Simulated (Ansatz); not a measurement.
**Te in Ansatz: the effect of strain**

Crystal: Te.

```
Te
1.0
     5.27549    0.00000    0.00000
     0.00000    5.22326    0.00000
     0.00000    0.00000    5.22326
Te
4
Direct
  0.87500 0.12500 0.62500
  0.37500 0.37500 0.37500
  0.12500 0.62500 0.87500
  0.62500 0.87500 0.12500
```

The cell isn't the ideal one: strained by +1 %.

Alike in all runs:

| Item | Value |
| --- | --- |
| Program | Ansatz 0.2.0 |
| Task | relaxation of the atoms |
| Functional | PBE |
| Potentials or basis | Ansatz PAW |
| Cutoff | 420 eV (not typed: the program's choice for these potentials) |
| k mesh | 4 × 4 × 4 |
| Occupations | fermi-dirac, width 0.05 eV |
| Spin | no spin polarisation |

Each run relaxes the cell or the atoms first.

```tsv
strain	pressure (GPa)
0.01	-0.3
0.02	-0.7
0.04	?
```

Task: What does the run with strain 0.04 give?

Result: Pressure -1.4 GPa.

Caveats: the thresholds are loose for stress.
